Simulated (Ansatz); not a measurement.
# Gold, simple cubic under LDA: ground state and equation of state, part 2 of 2

The plan for gold in the simple cubic structure: relax it, solve it on a dense k-mesh, switch on spin-orbit coupling, then scale the cell to 7 volumes from 88 to 112 % of the relaxed one and try a fit of the equation of state. The k-meshes are 12×12×12 for the relaxation; 19×19×19 for the dense run; 12×12×12 for spin-orbit coupling; 13×13×13 for the volumes.

Ansatz 0.2.0; DFT, LDA (PW92), plane waves (420 eV) with PAW, scalar-relativistic. Earlier steps stand in the parts before.

## 5. Equation of state: 88 %

This is Au in the simple cubic structure; at room conditions it is fcc.

input.yaml reads:

```yaml
crystal:
  lattice:
    - [2.5560736954, 0.0, 0.0]
    - [0.0, 2.5560736954, 0.0]
    - [0.0, 0.0, 2.5560736954]
  atoms:
    - { symbol: Au, position: [0.0, 0.0, 0.0] }
hamiltonian:
  xc: lda
  pseudopotentials:
    kind: paw
    azcp:
      Au: "pseudopotentials/Au.paw.azcp"
basis:
  ecutwfc: 420
  fft_grid_basis: typed
kpoints:
  mp_grid: { grid: [13, 13, 13], shift: [0, 0, 0] }
magnetization:
  spin_polarized: false
scf:
  occupations: { method: fermi_dirac, width: 0.1 }
  lower_state_search: "off"
output:
  stress: true
```

On the command line:

```bash
> ansatz run input.yaml --threads 2 --pin off --max-ram 5120MiB --backend cpu --events-out ev --progress --plain --runs-dir out
```

Standard output, cut to the lines that bear on the results:

```text
Warning: <dir> the record states the generating functional pbe (its physics header spells it `PBE`), which answers neither for hamiltonian.xc's functional nor for the lda family's — results may be inconsistent (PPs are generated against a specific XC)
Warning: RAYON_NUM_THREADS=2 ignored (pool sized by the plan → 2); use --threads N
[...]
Pseudopotentials: kind: paw
Pseudopotential: Au, paw, valence charge 19, recommended cutoff 420 eV (normal), <dir>
Functional definition: SPW92
[...]
Crystal: 1 atoms, lattice volume = 16.700 Å³
Basis set: ecut = 420 eV, 341 PW (Γ)
Bands: 14, of which v1, the nominal top of the filled ones, is band 10 counted from 1 (9 counted from 0)
Symmetry: 48 space group operations
Space group: Pm-3m (ITA 221), of the structure as read, at distance tolerance 2.6e-5 Å
k-points: 84 of 2197
[...]
SCF iter   1: F=—  HF=-12864.522219 eV  |F-HF|=—  |Δ(HF+E_count)|=         —  Δρ=6.80e-3  dr2=5.65e-3  ethr=1.77e-3  ⟨swp⟩=4.8  Hψ=5997  notcnv=0
[...]
SCF iter   6: F=-12864.520599 eV  HF=-12864.520599 eV  |F-HF|=9.09e-12  |Δ(HF+E_count)|=   1.37e-9  Δρ=4.75e-7  dr2=1.89e-11  ethr=3.43e-11  ⟨swp⟩=1.7  Hψ=3350  notcnv=0
[...]
SCF converged after 6 iterations
Free energy (F): -12864.520599 eV
[...]
E sigma→0 (E₀):  -12864.512719 eV
Entropy (-TS):   -0.015760 eV (-15.760 meV/atom)
Fermi energy:    20.523070 eV
[...]
--- Stress (GPa, compression-positive) ---
       26.994561       0.000000      -0.000000
        0.000000      26.994561       0.000000
       -0.000000       0.000000      26.994561
  P = ⅓ Tr σ = 26.9946 GPa (269.946 kbar)
```

It took 1.2 s on 2 threads of Arm Neoverse V1, shared host; peak memory 0.23 GiB.

## 6. Equation of state: 92 %

Changes to input.yaml since step 5:

```diff
@@ -2,5 +2,5 @@
   lattice:
-    - [2.5560736954, 0.0, 0.0]
-    - [0.0, 2.5560736954, 0.0]
-    - [0.0, 0.0, 2.5560736954]
+    - [2.5942296744, 0.0, 0.0]
+    - [0.0, 2.5942296744, 0.0]
+    - [0.0, 0.0, 2.5942296744]
   atoms:
@@ -25 +25,5 @@
   stress: true
+  write_density: true
+  write_potential: true
+  elf: true
+  volumetric_format: npy
```

On the command line:

```bash
> ansatz run input.yaml --threads 2 --pin off --max-ram 5120MiB --backend cpu --events-out ev --progress --plain --runs-dir out
```

Standard output, cut to the lines that bear on the results:

```text
Warning: <dir> the record states the generating functional pbe (its physics header spells it `PBE`), which answers neither for hamiltonian.xc's functional nor for the lda family's — results may be inconsistent (PPs are generated against a specific XC)
Warning: RAYON_NUM_THREADS=2 ignored (pool sized by the plan → 2); use --threads N
[...]
[... 3 set-up lines as earlier in the session ...]
[...]
Crystal: 1 atoms, lattice volume = 17.459 Å³
Basis set: ecut = 420 eV, 341 PW (Γ)
Bands: 14, of which v1, the nominal top of the filled ones, is band 10 counted from 1 (9 counted from 0)
[... 2 set-up lines as earlier in the session ...]
k-points: 84 of 2197
[...]
SCF iter   1: F=—  HF=-12864.621332 eV  |F-HF|=—  |Δ(HF+E_count)|=         —  Δρ=5.88e-3  dr2=3.91e-3  ethr=1.77e-3  ⟨swp⟩=4.8  Hψ=5965  notcnv=0
[...]
SCF iter   6: F=-12864.620402 eV  HF=-12864.620402 eV  |F-HF|=5.46e-12  |Δ(HF+E_count)|=   2.42e-9  Δρ=3.99e-7  dr2=5.49e-12  ethr=5.25e-11  ⟨swp⟩=5.0  Hψ=5983  notcnv=0
[...]
SCF converged after 6 iterations
Free energy (F): -12864.620402 eV
[...]
E sigma→0 (E₀):  -12864.612868 eV
Entropy (-TS):   -0.015067 eV (-15.067 meV/atom)
Fermi energy:    19.261016 eV
[...]
--- Stress (GPa, compression-positive) ---
       15.630361       0.000000      -0.000000
        0.000000      15.630361       0.000000
        0.000000       0.000000      15.630361
  P = ⅓ Tr σ = 15.6304 GPa (156.304 kbar)
--- Band table (eV; the first three rows and the last of 84) ---
  k-point 0: bands = ["-86.1682", "-37.3198", "-37.3198", "-37.3198", "9.8785", "12.2914", "12.2914", "17.8850", "17.8850", "17.8850", "33.9755", "33.9755", "33.9755", "39.7636"]
[...]
```

Run time: 0.99 s. Hardware: 2 threads of Arm Neoverse V1, shared host; peak memory 0.24 GiB.

## 7. Equation of state: 96 %

Changes to input.yaml since step 6:

```diff
@@ -2,5 +2,5 @@
   lattice:
-    - [2.5942296744, 0.0, 0.0]
-    - [0.0, 2.5942296744, 0.0]
-    - [0.0, 0.0, 2.5942296744]
+    - [2.631295106, 0.0, 0.0]
+    - [0.0, 2.631295106, 0.0]
+    - [0.0, 0.0, 2.631295106]
   atoms:
```

On the command line:

```bash
> ansatz run input.yaml --threads 2 --pin off --max-ram 5120MiB --backend cpu --events-out ev --progress --plain --runs-dir out
```

Standard output, cut to the lines that bear on the results:

```text
Warning: <dir> the record states the generating functional pbe (its physics header spells it `PBE`), which answers neither for hamiltonian.xc's functional nor for the lda family's — results may be inconsistent (PPs are generated against a specific XC)
Warning: RAYON_NUM_THREADS=2 ignored (pool sized by the plan → 2); use --threads N
[...]
[... 3 set-up lines as earlier in the session ...]
[...]
Crystal: 1 atoms, lattice volume = 18.218 Å³
Basis set: ecut = 420 eV, 365 PW (Γ)
Bands: 14, of which v1, the nominal top of the filled ones, is band 10 counted from 1 (9 counted from 0)
[... 2 set-up lines as earlier in the session ...]
k-points: 84 of 2197
[...]
SCF iter   1: F=—  HF=-12864.673354 eV  |F-HF|=—  |Δ(HF+E_count)|=         —  Δρ=5.32e-3  dr2=3.05e-3  ethr=1.77e-3  ⟨swp⟩=5.0  Hψ=6045  notcnv=0
[...]
SCF iter   6: F=-12864.672830 eV  HF=-12864.672830 eV  |F-HF|=1.46e-11  |Δ(HF+E_count)|=  3.93e-10  Δρ=7.46e-7  dr2=5.92e-11  ethr=1.65e-11  ⟨swp⟩=5.0  Hψ=5983  notcnv=0
[...]
SCF converged after 6 iterations
Free energy (F): -12864.672830 eV
[...]
E sigma→0 (E₀):  -12864.665746 eV
Entropy (-TS):   -0.014167 eV (-14.167 meV/atom)
Fermi energy:    18.111017 eV
[...]
--- Stress (GPa, compression-positive) ---
        6.879520       0.000000       0.000000
        0.000000       6.879520       0.000000
        0.000000       0.000000       6.879520
  P = ⅓ Tr σ = 6.8795 GPa (68.795 kbar)
--- Band table (eV; the first three rows and the last of 84) ---
  k-point 0: bands = ["-87.1304", "-38.3015", "-38.3015", "-38.3015", "9.1695", "11.5463", "11.5463", "16.7722", "16.7722", "16.7722", "32.6304", "32.6304", "32.6304", "38.1784"]
[...]
```

It took 0.99 s on 2 threads of Arm Neoverse V1, shared host; peak memory 0.23 GiB.

## 8. Equation of state: 100 %

Changes to input.yaml since step 7:

```diff
@@ -2,5 +2,5 @@
   lattice:
-    - [2.631295106, 0.0, 0.0]
-    - [0.0, 2.631295106, 0.0]
-    - [0.0, 0.0, 2.631295106]
+    - [2.6673447241, 0.0, 0.0]
+    - [0.0, 2.6673447241, 0.0]
+    - [0.0, 0.0, 2.6673447241]
   atoms:
```

On the command line:

```bash
> ansatz run input.yaml --threads 2 --pin off --max-ram 5120MiB --backend cpu --events-out ev --progress --plain --runs-dir out
```

Standard output, cut to the lines that bear on the results:

```text
Warning: <dir> the record states the generating functional pbe (its physics header spells it `PBE`), which answers neither for hamiltonian.xc's functional nor for the lda family's — results may be inconsistent (PPs are generated against a specific XC)
Warning: RAYON_NUM_THREADS=2 ignored (pool sized by the plan → 2); use --threads N
[...]
[... 3 set-up lines as earlier in the session ...]
[...]
Crystal: 1 atoms, lattice volume = 18.977 Å³
Basis set: ecut = 420 eV, 365 PW (Γ)
Bands: 14, of which v1, the nominal top of the filled ones, is band 10 counted from 1 (9 counted from 0)
[... 2 set-up lines as earlier in the session ...]
k-points: 84 of 2197
[...]
SCF iter   1: F=—  HF=-12864.689154 eV  |F-HF|=—  |Δ(HF+E_count)|=         —  Δρ=5.01e-3  dr2=2.77e-3  ethr=1.77e-3  ⟨swp⟩=5.0  Hψ=6068  notcnv=0
[...]
SCF iter   6: F=-12864.688710 eV  HF=-12864.688710 eV  |F-HF|=3.64e-11  |Δ(HF+E_count)|=  4.78e-10  Δρ=8.16e-7  dr2=8.35e-11  ethr=1.84e-11  ⟨swp⟩=5.7  Hψ=6037  notcnv=0
[...]
SCF converged after 6 iterations
Free energy (F): -12864.688710 eV
[...]
E sigma→0 (E₀):  -12864.682218 eV
Entropy (-TS):   -0.012984 eV (-12.984 meV/atom)
Fermi energy:    17.059562 eV
[...]
--- Stress (GPa, compression-positive) ---
        0.111777      -0.000000       0.000000
       -0.000000       0.111777       0.000000
        0.000000       0.000000       0.111777
  P = ⅓ Tr σ = 0.1118 GPa (1.118 kbar)
--- Band table (eV; the first three rows and the last of 84) ---
  k-point 0: bands = ["-88.0162", "-39.2039", "-39.2039", "-39.2039", "8.5213", "10.8570", "10.8570", "15.7504", "15.7504", "15.7504", "31.3843", "31.3843", "31.3843", "36.7098"]
[...]
```

Wall time 1 s (2 threads of Arm Neoverse V1, shared host); peak memory 0.24 GiB.

## 9. Equation of state: 104 %

Changes to input.yaml since step 8:

```diff
@@ -2,5 +2,5 @@
   lattice:
-    - [2.6673447241, 0.0, 0.0]
-    - [0.0, 2.6673447241, 0.0]
-    - [0.0, 0.0, 2.6673447241]
+    - [2.7024453905, 0.0, 0.0]
+    - [0.0, 2.7024453905, 0.0]
+    - [0.0, 0.0, 2.7024453905]
   atoms:
@@ -25,5 +25 @@
   stress: true
-  write_density: true
-  write_potential: true
-  elf: true
-  volumetric_format: npy
```

On the command line:

```bash
> ansatz run input.yaml --threads 2 --pin off --max-ram 5120MiB --backend cpu --events-out ev --progress --plain --runs-dir out
```

Standard output, cut to the lines that bear on the results:

```text
Warning: <dir> the record states the generating functional pbe (its physics header spells it `PBE`), which answers neither for hamiltonian.xc's functional nor for the lda family's — results may be inconsistent (PPs are generated against a specific XC)
Warning: RAYON_NUM_THREADS=2 ignored (pool sized by the plan → 2); use --threads N
[...]
[... 3 set-up lines as earlier in the session ...]
[...]
Crystal: 1 atoms, lattice volume = 19.737 Å³
Basis set: ecut = 420 eV, 389 PW (Γ)
Bands: 14, of which v1, the nominal top of the filled ones, is band 10 counted from 1 (9 counted from 0)
[... 2 set-up lines as earlier in the session ...]
k-points: 84 of 2197
[...]
SCF iter   1: F=—  HF=-12864.676789 eV  |F-HF|=—  |Δ(HF+E_count)|=         —  Δρ=4.95e-3  dr2=3.00e-3  ethr=1.77e-3  ⟨swp⟩=5.0  Hψ=6071  notcnv=0
[...]
SCF iter   6: F=-12864.676325 eV  HF=-12864.676325 eV  |F-HF|=1.82e-11  |Δ(HF+E_count)|=   2.78e-9  Δρ=3.11e-6  dr2=4.65e-10  ethr=5.26e-10  ⟨swp⟩=4.0  Hψ=3477  notcnv=0
[...]
SCF converged after 6 iterations
Free energy (F): -12864.676325 eV
[...]
E sigma→0 (E₀):  -12864.670304 eV
Entropy (-TS):   -0.012042 eV (-12.042 meV/atom)
Fermi energy:    16.098045 eV
[...]
--- Stress (GPa, compression-positive) ---
       -5.110890      -0.000000       0.000000
       -0.000000      -5.110890       0.000000
        0.000000       0.000000      -5.110890
  P = ⅓ Tr σ = -5.1109 GPa (-51.109 kbar)
```

Run time: 0.71 s. Hardware: 2 threads of Arm Neoverse V1, shared host; peak memory 0.24 GiB.

## 10. Equation of state: 108 %

Changes to input.yaml since step 9:

```diff
@@ -2,5 +2,5 @@
   lattice:
-    - [2.7024453905, 0.0, 0.0]
-    - [0.0, 2.7024453905, 0.0]
-    - [0.0, 0.0, 2.7024453905]
+    - [2.7366571919, 0.0, 0.0]
+    - [0.0, 2.7366571919, 0.0]
+    - [0.0, 0.0, 2.7366571919]
   atoms:
```

On the command line:

```bash
> ansatz run input.yaml --threads 2 --pin off --max-ram 5120MiB --backend cpu --events-out ev --progress --plain --runs-dir out
```

Standard output, cut to the lines that bear on the results:

```text
Warning: <dir> the record states the generating functional pbe (its physics header spells it `PBE`), which answers neither for hamiltonian.xc's functional nor for the lda family's — results may be inconsistent (PPs are generated against a specific XC)
Warning: RAYON_NUM_THREADS=2 ignored (pool sized by the plan → 2); use --threads N
[...]
[... 3 set-up lines as earlier in the session ...]
[...]
Crystal: 1 atoms, lattice volume = 20.496 Å³
Basis set: ecut = 420 eV, 389 PW (Γ)
Bands: 14, of which v1, the nominal top of the filled ones, is band 10 counted from 1 (9 counted from 0)
[... 2 set-up lines as earlier in the session ...]
k-points: 84 of 2197
[...]
SCF iter   1: F=—  HF=-12864.642819 eV  |F-HF|=—  |Δ(HF+E_count)|=         —  Δρ=5.02e-3  dr2=3.48e-3  ethr=1.77e-3  ⟨swp⟩=5.1  Hψ=6024  notcnv=0
[...]
SCF iter   6: F=-12864.642229 eV  HF=-12864.642229 eV  |F-HF|=2.36e-11  |Δ(HF+E_count)|=   4.82e-9  Δρ=1.47e-6  dr2=1.35e-10  ethr=3.26e-10  ⟨swp⟩=2.2  Hψ=3869  notcnv=0
[...]
SCF converged after 6 iterations
Free energy (F): -12864.642229 eV
[...]
E sigma→0 (E₀):  -12864.636578 eV
Entropy (-TS):   -0.011301 eV (-11.301 meV/atom)
Fermi energy:    15.223436 eV
[...]
--- Stress (GPa, compression-positive) ---
       -9.103511       0.000000       0.000000
       -0.000000      -9.103511       0.000000
       -0.000000       0.000000      -9.103511
  P = ⅓ Tr σ = -9.1035 GPa (-91.035 kbar)
```

Run time: 0.75 s. Hardware: 2 threads of Arm Neoverse V1, shared host; peak memory 0.24 GiB.

## 11. Equation of state: 112 %

Changes to input.yaml since step 10:

```diff
@@ -2,5 +2,5 @@
   lattice:
-    - [2.7366571919, 0.0, 0.0]
-    - [0.0, 2.7366571919, 0.0]
-    - [0.0, 0.0, 2.7366571919]
+    - [2.7700343495, 0.0, 0.0]
+    - [0.0, 2.7700343495, 0.0]
+    - [0.0, 0.0, 2.7700343495]
   atoms:
```

On the command line:

```bash
> ansatz run input.yaml --threads 2 --pin off --max-ram 5120MiB --backend cpu --events-out ev --progress --plain --runs-dir out
```

Standard output, cut to the lines that bear on the results:

```text
Warning: <dir> the record states the generating functional pbe (its physics header spells it `PBE`), which answers neither for hamiltonian.xc's functional nor for the lda family's — results may be inconsistent (PPs are generated against a specific XC)
Warning: RAYON_NUM_THREADS=2 ignored (pool sized by the plan → 2); use --threads N
[...]
[... 3 set-up lines as earlier in the session ...]
[...]
Crystal: 1 atoms, lattice volume = 21.255 Å³
Basis set: ecut = 420 eV, 437 PW (Γ)
Bands: 14, of which v1, the nominal top of the filled ones, is band 10 counted from 1 (9 counted from 0)
[... 1 set-up line as earlier in the session ...]
Space group: Pm-3m (ITA 221), of the structure as read, at distance tolerance 2.8e-5 Å
k-points: 84 of 2197
[...]
SCF iter   1: F=—  HF=-12864.592385 eV  |F-HF|=—  |Δ(HF+E_count)|=         —  Δρ=5.22e-3  dr2=4.24e-3  ethr=1.77e-3  ⟨swp⟩=5.0  Hψ=6027  notcnv=0
[...]
SCF iter   6: F=-12864.591571 eV  HF=-12864.591571 eV  |F-HF|=1.09e-11  |Δ(HF+E_count)|=   1.00e-9  Δρ=4.91e-7  dr2=2.79e-11  ethr=1.77e-11  ⟨swp⟩=1.9  Hψ=3459  notcnv=0
[...]
SCF converged after 6 iterations
Free energy (F): -12864.591571 eV
[...]
E sigma→0 (E₀):  -12864.586239 eV
Entropy (-TS):   -0.010665 eV (-10.665 meV/atom)
Fermi energy:    14.426680 eV
[...]
--- Stress (GPa, compression-positive) ---
      -12.139763       0.000000       0.000000
        0.000000     -12.139763       0.000000
       -0.000000       0.000000     -12.139763
  P = ⅓ Tr σ = -12.1398 GPa (-121.398 kbar)
```

It took 0.79 s on 2 threads of Arm Neoverse V1, shared host; peak memory 0.24 GiB.

## 12. Fitting the volumes

All volumes keep the relaxed shape and fractional coordinates.

```csv
V (Å³/atom),E − E₀ (meV/atom),P from the stress (GPa),P from the fit (GPa)
16.700,169.5,26.99,27.05
17.459,69.3,15.63,15.73
18.218,16.4,6.88,6.98
18.977,0.0,0.11,0.22
19.737,11.9,-5.11,-5.00
20.496,45.6,-9.10,-9.03
21.255,95.9,-12.14,-12.12
```

A third-order Birch-Murnaghan fit gives V₀ = 19.006 Å³/atom, B₀ = 147 GPa and B₀′ = 5.5; it misses no point by more than 0.06 meV/atom.

Fit and stress differ a little: one follows E(σ → 0), the other the smeared free energy.

## 13. Results

What follows sums up all 2 parts.

```
                      quantity                         value
space group (spins left aside)               Pm-3m (No. 221)
             conventional cell                   a = 2.667 Å
                        volume                18.977 Å³/atom
             shortest distance                       2.667 Å
               gap on the mesh  none (levels filled in part)
               relative to fcc                 +273 meV/atom
                   V₀, B₀, B₀′  19.006 Å³/atom, 147 GPa, 5.5
```

In words: From the guessed start the volume grew by 3.6 % in 5 steps. It lies 273 meV/atom above the element's reference form at the same level (fcc, from a run of its own), so it is far from stable. Levels at the Fermi energy are filled in part, as in a metal. The total energy of the spin-orbit run lies -36.0 eV/atom from the scalar one, but the two kinds of run don't share a zero of energy: only differences within one kind count. B₀ comes out at 147 GPa. The symmetry was held, so the structure may be unstable against distortions that break it.
